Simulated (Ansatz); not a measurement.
Cu2O: calculated against measured nuclear parameters

**Measured values to compare with.**

“Density functional theory-based electric field gradient database”, 2020, arXiv:2005.09255 quotes: |V_zz| at Cu 9.8 × 10²¹ V/m².

Cell of run 1: a computed structure from the Materials Project (it need not be an observed phase), taken as it stands.

Space group Pn-3m:1 (No. 224); a = 4.2467 Å.

```csv
site,Wyckoff,site symmetry,x,y,z
Cu,4c,.-3m,0.2500,0.2500,0.7500
O,2a,-43m,0.5000,0.5000,0.5000
```

One atom of each set is listed.

All runs are DFT with Ansatz 0.2.0 (plane waves and PAW, scalar-relativistic unless spin–orbit coupling is named, Γ-centred meshes, Fermi–Dirac smearing) in this cell.

Run 1: PBE, atoms as given; 420 eV, 6×6×6 k-points, smearing 0.02 eV.
Run 2: r2SCAN, atoms as given; 500 eV, 6×6×6 k-points, smearing 0.02 eV.

The measured V_zz are derived from measured couplings with the nuclear moments that the source uses.

Q: How well do the runs reproduce the measured values?

A: 

```
    quantity       unit  measured  run 1  run 2
|V_zz| at Cu  10²¹ V/m²       9.8   5.49   8.05
```

For the |V_zz| at Cu, the closest is run 2 (-18 %), the farthest run 1 (-44 %).

The cell is a computed one and can differ from the measured cell by some per cent in volume. The runs hold the atoms at rest, while the measurements include thermal motion.

Semilocal functionals underestimate gradients at Cu(I) with two or three neighbours, in Cu₂O by a fifth to nearly a half.
